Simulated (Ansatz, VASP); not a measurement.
Two plane-wave programs on KF (Carobbiite)

File INCAR:

```
SYSTEM = KF
PREC = Accurate
ENCUT = 520
EDIFF = 1E-6
ISMEAR = 0
SIGMA = 0.01
LREAL = .FALSE.
LASPH = .TRUE.
NELM = 80
ALGO = Normal
ISIF = 2
LWAVE = .FALSE.
LCHARG = .FALSE.
GGA = PE
NBANDS = 15
```

The input KPOINTS:

```
regular mesh
0
G
  6 6 6
  0 0 0
```

The input POSCAR:

```
KF
1.0
    0.0000000000      2.6540577212      2.6540577212
    2.6540577212      0.0000000000      2.6540577212
    2.6540577212      2.6540577212      0.0000000000
K F
1 1
Direct
    0.0000000000      0.0000000000      0.0000000000
    0.5000000000      0.5000000000      0.5000000000
```

Input for Ansatz:

```yaml
crystal:
  lattice:
    - [0.0, 2.6540577212, 2.6540577212]
    - [2.6540577212, 0.0, 2.6540577212]
    - [2.6540577212, 2.6540577212, 0.0]
  atoms:
    - { symbol: K, position: [0.0, 0.0, 0.0] }
    - { symbol: F, position: [0.5, 0.5, 0.5] }
kpoints:
  mp_grid: { grid: [6, 6, 6] }
hamiltonian:
  xc: pbe
scf:
  occupations: { method: fixed }
  n_extra_bands: 4
output:
  forces: true
  stress: true
  eigenvalues: true
```

Alike in both runs: task single point; functional PBE; k mesh 6 × 6 × 6; no spin polarisation.

|  | VASP | Ansatz |
| --- | --- | --- |
| version | VASP 6.6.1 | Ansatz 0.2.0 |
| potentials or method | VASP PAW PBE potentials, release 64 (K_sv, F) | plane waves, PAW |
| plane-wave cutoff (eV) | 520 | 420 |
| occupations | gaussian, width 0.01 eV | fixed |
| valence electrons in the cell | 16 | 16 |

Ansatz gave:

* gap on the k mesh at the Fermi level (eV): 6.29
* pressure (GPa): 2.1

Estimate VASP's values.

gap on the k mesh at the Fermi level (eV): 6.27; pressure (GPa): 2.2.

As with any semilocal functional, this PBE gap is likely too small.
